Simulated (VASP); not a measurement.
# Co (P6_3/mmc) in VASP: band structure with LDA

Aim: the band structure of Co with LDA.

Everything below comes from runs of VASP 6.6.1. Logs are shortened: lines on timing, memory, paths and dates and some standing lists are left out, and cuts for length are marked.

## Step 1: The structure

The structure is hexagonal, space group P6_3/mmc (No. 194). The conventional cell has a = 2.425 Å, b = 2.425 Å, c = 3.904 Å, α = 90.00°, β = 90.00°, γ = 120.00°. Around Co (site symmetry -6m2) lie 12 Co at 2.40 to 2.42 Å.

## Step 2: Band structure, LDA, collinear spin, ferromagnetic start

POSCAR

```
Co                                      
1.0
    2.4247943029     -0.0000000000      0.0000000000
   -1.2123971514      2.0999334675     -0.0000000000
    0.0000000000      0.0000000000      3.9039101517
  Co            
     2
Direct
     0.3333333300000021    0.6666666699999979    0.2500000000000000
     0.6666666699999979    0.3333333300000021    0.7500000000000000
```

INCAR.step1

```
SYSTEM = Co
PREC = Accurate
ENCUT = 350
EDIFF = 1E-7
ISMEAR = 0
SIGMA = 0.1
LREAL = .FALSE.
LASPH = .TRUE.
NELM = 100
ALGO = Normal
ISIF = 2
LWAVE = .FALSE.
LCHARG = .TRUE.
ISPIN = 2
MAGMOM = 1.5 1.5
LORBIT = 11
LMAXMIX = 4
GGA = CA
```

KPOINTS.step1

```
Automatic mesh
0
G
  12 12 6
  0 0 0
```

INCAR.step2

```
SYSTEM = Co
PREC = Accurate
ENCUT = 350
EDIFF = 1E-7
ISMEAR = 0
SIGMA = 0.05
LREAL = .FALSE.
LASPH = .TRUE.
NELM = 100
ALGO = Normal
ISIF = 2
LWAVE = .FALSE.
LCHARG = .FALSE.
ISPIN = 2
MAGMOM = 1.5 1.5
LORBIT = 11
LMAXMIX = 4
GGA = CA
ICHARG = 11
```

KPOINTS.step2

```
path GMKGALHA,LM,KH
15
line-mode
reciprocal
 0.0000000000  0.0000000000  0.0000000000  G
 0.5000000000  0.0000000000  0.0000000000  M

 0.5000000000  0.0000000000  0.0000000000  M
 0.3333333333  0.3333333333  0.0000000000  K

 0.3333333333  0.3333333333  0.0000000000  K
 0.0000000000  0.0000000000  0.0000000000  G

 0.0000000000  0.0000000000  0.0000000000  G
 0.0000000000  0.0000000000  0.5000000000  A

 0.0000000000  0.0000000000  0.5000000000  A
 0.5000000000  0.0000000000  0.5000000000  L

 0.5000000000  0.0000000000  0.5000000000  L
 0.3333333333  0.3333333333  0.5000000000  H

 0.3333333333  0.3333333333  0.5000000000  H
 0.0000000000  0.0000000000  0.5000000000  A

 0.5000000000  0.0000000000  0.5000000000  L
 0.5000000000  0.0000000000  0.0000000000  M

 0.3333333333  0.3333333333  0.0000000000  K
 0.3333333333  0.3333333333  0.5000000000  H
```

Potentials or basis: VASP PAW LDA potentials, release 64 (Co).

Started as:

```bash
cat potpaw_LDA.64/Co/POTCAR > POTCAR
cp INCAR.step1 INCAR
cp KPOINTS.step1 KPOINTS
mpirun -np 1 vasp_std > vasp.out
cp INCAR.step2 INCAR
cp KPOINTS.step2 KPOINTS
mpirun -np 1 vasp_std > vasp.out
```

OUTCAR:

```text
SYSTEM = Co
   PREC = Accurate
   ENCUT = 350
   EDIFF = 1E-7
   ISMEAR = 0
   LREAL = .FALSE.
   LASPH = .TRUE.
   NELM = 100
   ISIF = 2
   ISPIN = 2
   LORBIT = 11
   GGA = CA
   ICHARG = 11

 ion  position               nearest neighbor table
   1  0.333  0.667  0.250-   2 2.40   2 2.40   2 2.40   2 2.40   2 2.40   2 2.40
   2  0.667  0.333  0.750-   1 2.40   1 2.40   1 2.40   1 2.40   1 2.40   1 2.40

  LATTYP: Found a hexagonal cell.
 ALAT       =     2.4247943029
 C/A-ratio  =     1.6099964220

  Lattice vectors:

 A1 = (   2.4247943029,   0.0000000000,   0.0000000000)
 A2 = (  -1.2123971514,   2.0999334675,   0.0000000000)
 A3 = (   0.0000000000,   0.0000000000,   3.9039101517)

Analysis of symmetry for initial positions (statically):
=====================================================================
 Subroutine PRICEL returns:
 Original cell was already a primitive cell.

 Routine SETGRP: Setting up the symmetry group for a
 hexagonal supercell.

 Subroutine GETGRP returns: Found 24 space group operations
 (whereof 12 operations were pure point group operations)
 out of a pool of 24 trial point group operations.

The static configuration has the point symmetry D_3d.
 The point group associated with its full space group is D_6h.

Analysis of symmetry for dynamics (positions and initial velocities):
=====================================================================
 Subroutine PRICEL returns:
 Original cell was already a primitive cell.

 Routine SETGRP: Setting up the symmetry group for a
 hexagonal supercell.

 Subroutine GETGRP returns: Found 24 space group operations
 (whereof 12 operations were pure point group operations)
 out of a pool of 24 trial point group operations.

The dynamic configuration has the point symmetry D_3d.
 The point group associated with its full space group is D_6h.

Analysis of structural, dynamic, and magnetic symmetry:
=====================================================================
 Subroutine PRICEL returns:
 Original cell was already a primitive cell.

 Routine SETGRP: Setting up the symmetry group for a
 hexagonal supercell.

 Subroutine GETGRP returns: Found 24 space group operations
 (whereof 12 operations were pure point group operations)
 out of a pool of 24 trial point group operations.

The overall configuration has the point symmetry D_3d.
 The point group associated with its full space group is D_6h.

 Subroutine INISYM returns: Found 24 space group operations
 (whereof 12 operations are pure point group operations),
 and found     1 'primitive' translations

----------------------------------------------------------------------------------------

                                     Primitive cell

  volume of cell :      19.8783

  direct lattice vectors                    reciprocal lattice vectors
     2.424794303  0.000000000  0.000000000     0.412406116  0.238102782  0.000000000
    -1.212397151  2.099933468  0.000000000     0.000000000  0.476205563  0.000000000
     0.000000000  0.000000000  3.903910152     0.000000000  0.000000000  0.256153436

  length of vectors
     2.424794303  2.424794305  3.903910152     0.476205564  0.476205563  0.256153436

  position of ions in fractional coordinates (direct lattice)
     0.333333330  0.666666670  0.250000000
     0.666666670  0.333333330  0.750000000

  ion indices of the primitive-cell ions
   primitive index   ion index
                 1           1
                 2           2

----------------------------------------------------------------------------------------

 KPOINTS: path GMKGALHA,LM,KH

Interpolating k-points between supplied coordinates.

 Line segments in fractional coordinates (reciprocal lattice):
    0.000000  0.000000  0.000000  ...  0.500000  0.000000  0.000000
    0.500000  0.000000  0.000000  ...  0.333333  0.333333  0.000000
    0.333333  0.333333  0.000000  ...  0.000000  0.000000  0.000000
    0.000000  0.000000  0.000000  ...  0.000000  0.000000  0.500000
    0.000000  0.000000  0.500000  ...  0.500000  0.000000  0.500000
    0.500000  0.000000  0.500000  ...  0.333333  0.333333  0.500000
    0.333333  0.333333  0.500000  ...  0.000000  0.000000  0.500000
    0.500000  0.000000  0.500000  ...  0.500000  0.000000  0.000000
    0.333333  0.333333  0.000000  ...  0.333333  0.333333  0.500000

 Generated    15 points on each line segment, for a total of    135 k-points:

 Following reciprocal coordinates:
[... 40 lines left out ...]
   LSORBIT =      F    spin-orbit coupling
   LASPH  =      T    aspherical Exc in radial PAW
   ENCUT  =  350.0 eV  25.72 Ry    5.07 a.u.   3.70  3.70  5.96*2*pi/ulx,y,z
   NELM   =    100;   NELMIN=  2; NELMDL=  0     # of ELM steps
   EDIFF  = 0.1E-06   stopping-criterion for ELM
   LREAL  =      F    real-space projection
   EDIFFG = 0.1E-05   stopping-criterion for IOM
   NSW    =      0    number of steps for IOM
   IBRION =     -1    ionic relax: 0-MD 1-quasi-New 2-CG
   NFREE  =      0    steps in history (QN), initial steepest desc. (CG)
   ISIF   =      2    stress and relaxation
   ISYM   =      2    0-nonsym 1-usesym 2-fastsym
   POTIM  = 0.5000    time-step for ionic-motion
   TEBEG  =    0.0;   TEEND  =   0.0 temperature during run
   PSTRESS=    0.0 pullay stress
   NELECT =      18.0000    total number of electrons
   NUPDOWN=      -1.0000    fix difference up-down
   EMIN   =  10.00;   EMAX   =-10.00  energy-range for DOS
   EFERMI =   0.00;   METHOD = LEGACY
   ISMEAR =     0;   SIGMA  =   0.05  broadening in eV -4-tet -1-fermi 0-gaus
   EFERMI_NEDOS =   21; number of points for ismear=-14 and -15
   IALGO  =     38    algorithm
   IMIX   =      4    mixing-type and parameters
     AMIX     =   0.40;   BMIX     =  1.00
     AMIX_MAG =   1.60;   BMIX_MAG =  1.00
  volume/ion in A,a.u.               =       9.94        67.07
  Fermi-wavevector in a.u.,A,eV,Ry     =   1.583819  2.992984 34.129983  2.508483
  Thomas-Fermi vector in A             =   2.683531
   LORBIT       =     11    0 simple, 1 ext, 2 COOP (PROOUT), +10 PAW based schemes
   GGA     = CA    functional components
   LHFCALC =     F    Hartree Fock is set to
   AEXX    =    0.0000 exact exchange contribution
   IVDW    =     0    specifies the selected vdW correction
   LEPSILON=     F    determine dielectric tensor
   LRPA    =     F    only Hartree local field effects (RPA)
 spin polarized calculation
 Gauss-broadening in eV      SIGMA  =   0.05
  energy-cutoff  :      350.00
  volume of cell :       19.88
 maximum number of plane-waves:       312
 NGX is ok and might be reduce to    16

 number of electron      17.9999984 magnetization       2.9388721

 Free energy of the ion-electron system (eV)
  ---------------------------------------------------
  ext. energy  EPLUGINS =         0.00000000
  ---------------------------------------------------
  free energy    TOTEN  =       -16.47335432 eV

  energy without entropy =      -16.46944621  energy(sigma->0) =      -16.47140027

 E-fermi :  11.0460     XC(G=0): -14.2614

 val. band max:       11.0451470536   @ k =   0.3929   0.2143   0.5000
 cond. band min:      11.0568086494   @ k =   0.3333   0.3333   0.4286
 fundamental gap:      0.0116615958
 Fermi energy:        11.0460467461

 spin component 1

 k-point     1 :       0.0000    0.0000    0.0000
  band No.  band energies     occupation
      1       1.7917      1.00000
      2       5.7381      1.00000
      3       8.6539      1.00000
      4       8.6559      1.00000
      5       8.6559      1.00000
      6       9.0300      1.00000
      7       9.0300      1.00000
      8       9.4263      1.00000
      9       9.4263      1.00000
     10      10.7291      1.00000
     11      10.7291      1.00000
     12      11.1608      0.00059
     13      18.5531      0.00000
     14      33.8786      0.00000
[... 403 lines left out ...]
      4       7.8866      1.00000
      5       8.3131      1.00000
      6       8.5993      1.00000
      7       9.2522      1.00000
      8      10.6292      1.00000
      9      10.8408      1.00000
     10      10.8420      1.00000
     11      14.2530      0.00000
     12      15.8691      0.00000
     13      21.4842      0.00000
     14      22.9823      0.00000
     15      23.3351      0.00000

 [... further k-points ...]

 spin component 2

 k-point     1 :       0.0000    0.0000    0.0000
  band No.  band energies     occupation
      1       1.9761      1.00000
      2       6.5939      1.00000
      3      10.0017      1.00000
      4      10.0017      1.00000
      5      10.0151      1.00000
      6      10.4209      1.00000
      7      10.4209      1.00000
      8      10.8719      1.00000
      9      10.8719      1.00000
     10      11.3354      0.00000
     11      12.2725      0.00000
     12      12.2725      0.00000
     13      19.4805      0.00000
     14      33.9285      0.00000
[... 403 lines left out ...]
      4       8.6839      1.00000
      5       9.6004      1.00000
      6       9.8352      1.00000
      7      10.5830      1.00000
      8      12.1429      0.00000
      9      12.3847      0.00000
     10      12.3979      0.00000
     11      15.1977      0.00000
     12      16.7639      0.00000
     13      22.0058      0.00000
     14      23.5404      0.00000
     15      23.7934      0.00000

 [... further k-points ...]

------------------------ aborting loop because EDIFF is reached ----------------------------------------

  FORCE on cell =-STRESS in cart. coord.  units (eV):
  Direction    XX          YY          ZZ          XY          YZ          ZX
  --------------------------------------------------------------------------------------
  -------------------------------------------------------------------------------------
  Total        9.2516254      9.2516254     11.5174260      0.0000000      0.0000000      0.0000000
  in kB      745.6729161    745.6729177    928.2944679      0.0000000      0.0000000      0.0000000
  external PRESSURE =     806.5467673 kB  Pullay stress =       0.0000000 kB

 VOLUME and BASIS-vectors are now :
 -----------------------------------------------------------------------------
  energy-cutoff  :      350.00
  volume of cell :       19.88
      direct lattice vectors                 reciprocal lattice vectors
     2.424794303  0.000000000  0.000000000     0.412406116  0.238102782  0.000000000
    -1.212397151  2.099933468  0.000000000     0.000000000  0.476205563  0.000000000
     0.000000000  0.000000000  3.903910152     0.000000000  0.000000000  0.256153436

 POSITION                                       TOTAL-FORCE (eV/Angst)
 -----------------------------------------------------------------------------------
     -0.00000      1.39996      0.97598        -0.000000      0.000000      0.000000
      1.21240      0.69998      2.92793         0.000000     -0.000000      0.000000
 -----------------------------------------------------------------------------------
    total drift:                                0.000000     -0.000000     -0.000000

  FREE ENERGIE OF THE ION-ELECTRON SYSTEM (eV)
  ---------------------------------------------------
  free  energy   TOTEN  =       -16.4733543213 eV

  energy  without entropy=      -16.4694462131  energy(sigma->0) =      -16.47140027

 total charge

# of ion       s       p       d       tot
------------------------------------------
    1        0.522   0.534   7.425   8.480
    2        0.522   0.534   7.425   8.480
--------------------------------------------------
tot          1.043   1.069  14.849  16.961

 magnetization (x)

# of ion       s       p       d       tot
------------------------------------------
    1       -0.012  -0.026   1.529   1.491
    2       -0.012  -0.026   1.529   1.491
--------------------------------------------------
tot         -0.025  -0.052   3.059   2.982
```

Wall time 42 s (1 thread of Intel Xeon Platinum 8259CL at 2.50GHz (Skylake/Cascade Lake), shared host); peak memory 0.14 GiB.

Results:

```yaml
Band_gap_along_the_path: none (metal or under the smearing width)
Net_moment: 2.94 μB per cell
```

Levels at the corners of the path, in eV from the Fermi level:
Spin up:
```csv
point,band 7,band 8,band 9,band 10,band 11,band 12,band 13,band 14
Γ,-2.18,-1.78,-1.78,-0.48,-0.48,-0.05,7.34,22.67
M,-2.08,-0.35,-0.21,-0.17,1.69,3.87,10.47,11.21
M,-2.08,-0.35,-0.21,-0.17,1.69,3.87,10.47,11.21
K,-1.78,-0.61,-0.61,-0.45,4.96,5.92,5.92,13.25
K,-1.78,-0.61,-0.61,-0.45,4.96,5.92,5.92,13.25
Γ,-2.18,-1.78,-1.78,-0.48,-0.48,-0.05,7.34,22.67
Γ,-2.18,-1.78,-1.78,-0.48,-0.48,-0.05,7.34,22.67
A,-2.64,-2.64,-0.84,-0.84,-0.84,-0.84,16.21,16.21
A,-2.64,-2.64,-0.84,-0.84,-0.84,-0.84,16.21,16.21
L,-0.83,-0.83,-0.24,-0.24,1.81,1.81,8.18,8.18
L,-0.83,-0.83,-0.24,-0.24,1.81,1.81,8.18,8.18
H,-1.73,-1.73,-0.44,-0.44,6.27,6.27,8.01,8.01
H,-1.73,-1.73,-0.44,-0.44,6.27,6.27,8.01,8.01
A,-2.64,-2.64,-0.84,-0.84,-0.84,-0.84,16.21,16.21
L,-0.83,-0.83,-0.24,-0.24,1.81,1.81,8.18,8.18
M,-2.08,-0.35,-0.21,-0.17,1.69,3.87,10.47,11.21
K,-1.78,-0.61,-0.61,-0.45,4.96,5.92,5.92,13.25
H,-1.73,-1.73,-0.44,-0.44,6.27,6.27,8.01,8.01
```
Spin down:
```
point  band 5  band 6  band 7  band 8  band 9  band 10  band 11  band 12
    Γ   -1.20   -0.79   -0.79   -0.34   -0.34     0.12     1.06     1.06
    M   -1.40   -1.22   -0.76    1.20    1.37     1.39     2.81     4.78
    M   -1.40   -1.22   -0.76    1.20    1.37     1.39     2.81     4.78
    K   -1.62   -1.62   -0.44    0.91    0.91     1.10     5.76     6.67
    K   -1.62   -1.62   -0.44    0.91    0.91     1.10     5.76     6.67
    Γ   -1.20   -0.79   -0.79   -0.34   -0.34     0.12     1.06     1.06
    Γ   -1.20   -0.79   -0.79   -0.34   -0.34     0.12     1.06     1.06
    A   -1.29   -1.29   -1.29   -1.29    0.68     0.68     0.68     0.68
    A   -1.29   -1.29   -1.29   -1.29    0.68     0.68     0.68     0.68
    L   -0.20   -0.20    0.30    0.30    1.31     1.31     2.48     2.48
    L   -0.20   -0.20    0.30    0.30    1.31     1.31     2.48     2.48
    H   -1.94   -1.94   -0.33   -0.33    1.10     1.10     6.95     6.95
    H   -1.94   -1.94   -0.33   -0.33    1.10     1.10     6.95     6.95
    A   -1.29   -1.29   -1.29   -1.29    0.68     0.68     0.68     0.68
    L   -0.20   -0.20    0.30    0.30    1.31     1.31     2.48     2.48
    M   -1.40   -1.22   -0.76    1.20    1.37     1.39     2.81     4.78
    K   -1.62   -1.62   -0.44    0.91    0.91     1.10     5.76     6.67
    H   -1.94   -1.94   -0.33   -0.33    1.10     1.10     6.95     6.95
```

Caveat: the log is that of the step along the path at fixed density, whose energy, stress, charges and moments have no meaning.
